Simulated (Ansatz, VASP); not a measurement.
One calculation of Be, two programs

File INCAR:

```
SYSTEM = Be
ALGO = Normal ; EDIFF = 1E-6
ENCUT = 520 ; GGA = PE
ISIF = 2 ; ISMEAR = -1
LASPH = .TRUE. ; LCHARG = .FALSE.
LREAL = .FALSE. ; LWAVE = .FALSE.
NBANDS = 9 ; NELM = 100
PREC = Accurate ; SIGMA = 0.05
```

File KPOINTS:

```
k-points
0
G
  21 21 12
  0 0 0
```

File POSCAR:

```
Be
1.0
    1.1306532617     -1.9583488950      0.0000000000
    1.1306532617      1.9583488950      0.0000000000
    0.0000000000      0.0000000000      3.5690235420
Be
2
Direct
    0.6666666670      0.3333333330      0.2500000000
    0.3333333330      0.6666666670      0.7500000000
```

Input for Ansatz:

```yaml
crystal:
  lattice:
    - [1.1306532617, -1.958348895, 0.0]
    - [1.1306532617, 1.958348895, 0.0]
    - [0.0, 0.0, 3.569023542]
  atoms:
    - { symbol: Be, position: [0.666666667, 0.333333333, 0.25] }
    - { symbol: Be, position: [0.333333333, 0.666666667, 0.75] }
kpoints:
  mp_grid: { grid: [21, 21, 12] }
scf:
  occupations: { method: fermi_dirac, width: 0.05 }
hamiltonian:
  xc: pbe
  pseudopotentials: { kind: paw }
output:
  forces: true
  stress: true
  eigenvalues: true
```

Alike in both runs: task single point; functional PBE; k mesh 21 × 21 × 12; occupations fermi-dirac, width 0.05 eV; no spin polarisation.

```csv
,VASP,Ansatz
version,VASP 6.6.1,Ansatz 0.2.0
potentials or method,"VASP PAW PBE potentials, release 64 (Be)","PAW with Ansatz's default frozen-core files, scalar-relativistic"
plane-wave cutoff (eV),520,420
valence electrons in the cell,4,4
```

```csv
,VASP,Ansatz,Ansatz less VASP
pressure (GPa),0.2,0.1,-0.16
largest component of the traceless stress (GPa),0.28,0.31,+0.029
```

With one functional, cell and mesh, what is left measures potentials, basis and numerics.
